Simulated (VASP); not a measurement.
Set up this calculation in VASP 6.6.1, as the native input.

- Task: single point
- Functional: RPBE
- Potentials or basis: VASP PAW PBE potentials, release 64 (Ga_d, N)
- Cutoff: 520 eV
- k mesh: 10 × 10 × 10
- Occupations: fermi-dirac, width 0.05 eV
- Spin: no spin polarisation
- Dipole correction: no
- Further INCAR settings: ALGO = Normal; EDIFF = 1e-06; NBANDS = 16

The structure of GaN lies in POSCAR:

```
GaN
1.0
    0.0000000000      2.2535006075      2.2535006075
    2.2535006075      0.0000000000      2.2535006075
    2.2535006075      2.2535006075      0.0000000000
Ga N
1 1
Direct
    0.0000000000      0.0000000000      0.0000000000
    0.2500000000      0.2500000000      0.2500000000
```

The cell is a database's computed one.

These files were run (other wordings do the same):

INCAR

```
SYSTEM = GaN
  PREC = Accurate
  ENCUT = 520
  EDIFF = 1E-6
  ISMEAR = -1
  SIGMA = 0.05
  LREAL = .False.
  LASPH = .True.
  NELM = 100
  ALGO = Normal
  ISIF = 2
  LWAVE = .False.
  LCHARG = .False.
  GGA = RP
  NBANDS = 16
```

KPOINTS

```
regular mesh
0
Gamma
  10 10 10
  0 0 0
```

Potentials or basis: VASP PAW PBE potentials, release 64 (Ga_d, N).

Launch:

```sh
$ cat potpaw_PBE.64/Ga_d/POTCAR potpaw_PBE.64/N/POTCAR > POTCAR
$ mpirun -np 1 vasp_std > vasp.out
```

Results of the run:

| Item | Value |
| --- | --- |
| Pressure | 9.0 GPa |
| Band gap on the k mesh | 1.78 eV, direct |

Caveat: the PAW data sets were made with another functional, which shifts forces and pressure a little.

It used 6.7 s of CPU time on 1 thread of Intel(R) Xeon(R) Platinum 8559C (Emerald Rapids), with other jobs on the host, which was overloaded at the time.
